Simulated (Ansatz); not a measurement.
# Which shape does a chain of Os atoms take?

Several starts are relaxed for a free Os wire one or two atoms wide. Which ends lowest, and how do the shapes conduct?

**Method.** Ansatz 0.2.0, plane waves with PAW datasets at the program's default cutoffs, Fermi-Dirac smearing of 0.05 eV, chains in boxes 7.5 Å wide or more, moments seeded when the perfect chain is relaxed. PBE, no spin-orbit coupling; each start relaxes its atoms and period within its symmetry. Energies are at zero smearing, an atom, against the lowest. Moments are absolute ones, the integral of |ρ↑ − ρ↓|.

The runs side by side:

| start | end shape | length an atom (Å) | shortest bond (Å) | moment an atom (μB) | energy (meV) | G (G₀) | gap (eV) |
| --- | --- | --- | --- | --- | --- | --- | --- |
| triangles | strip of triangles | 1.25 | 2.42 | 0.60 | 0 | 5.86 | 0.00 |
| zigzag | zigzag | 1.87 | 2.24 | 0.00 | 133 | 3.00 | 0.00 |
| antiparallel | straight | 2.24 | 2.24 | 0.00 | 1185 | 6.00 | 0.00 |
| linear | straight | 2.24 | 2.24 | 0.00 | 1185 | 6.00 | 0.00 |
| dimer | straight | 2.24 | 2.24 | 0.00 | 1185 | 6.00 | 0.00 |

What this shows: The lowest energy comes from the triangles start, which ends as a strip of triangles, 1185 meV an atom under the linear chain with one atom a cell. The next lies 133 meV higher (zigzag start). The conductance runs from 3.00 G₀ (zigzag start) to 6.00 G₀ (linear start).

**Limits.** G is the ballistic value of the perfect, endless wire, half a G₀ a channel and spin, broadened at 300 K; a real contact scatters. Only planar forms with one or two atoms a cell were tried, each within the symmetry of its start; alternating bonds in a zigzag, helices and thicker wires were not. Meshes were fixed at the starting length, so energies are good to 15 or 20 meV and lengths to a few per cent; moments are the relaxation's, and the run that gives G can hold a somewhat different one. A wire pulled between tips is under tension, which favours longer forms than the free minimum. Spin-orbit coupling matters for this element. Series of this kind are told only where this holds: four starts or more, in boxes that share their narrower side and keep the chain far from its images. 25 of 55 did.
